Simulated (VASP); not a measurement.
## Ca under changes of volume

One of the cells (44.440 Å³/atom); the others are scaled copies at fixed shape and fractional positions:

```
CELL_PARAMETERS angstrom
1.98433 -3.41798 0.00000
1.98433 3.41798 0.00000
0.00000 0.00000 6.55222
ATOMIC_POSITIONS crystal
Ca 0.16441 0.83559 0.75000
Ca 0.83559 0.16441 0.25000
```

This isn't the form of Ca at room conditions, which is fcc.

```yaml
Program: VASP 6.6.1
Functional: PBE
Potentials_or_basis: VASP PAW PBE potentials, release 64 (Ca_sv)
Cutoff: 520 eV
k_mesh: 8 × 8 × 4
Occupations: fermi-dirac, width 0.05 eV
Spin: no spin polarisation
```

```csv
volume (Å³/atom),energy over the lowest point (meV/atom),pressure (GPa),largest force (eV/Å)
40.954,2.97,0.7,0.018
41.826,?,?,?
42.697,0.00,-0.1,0.016
44.440,4.71,-0.8,0.016
45.311,9.54,-1.0,0.015
46.183,15.81,-1.3,0.015
```

**Question.** What does the run at 41.826 Å³/atom give?

**Answer.** Energy over the lowest point 0.43 meV/atom; pressure 0.3 GPa; largest force 0.017 eV/Å.

Worked out: A Birch-Murnaghan fit of order 3 (a polynomial in V^(-2/3)) to the other rows has its minimum at 42.45 Å³/atom with B0 = V·E''(V) = 17.6 GPa and B' = 3.6 at fixed shape and positions, which overstates the stiffness. It gives 0.43 meV/atom at 41.826 Å³/atom, against the run's 0.43, and -dE/dV = 0.3 GPa, against 0.3.

Energies are extrapolated to zero smearing.
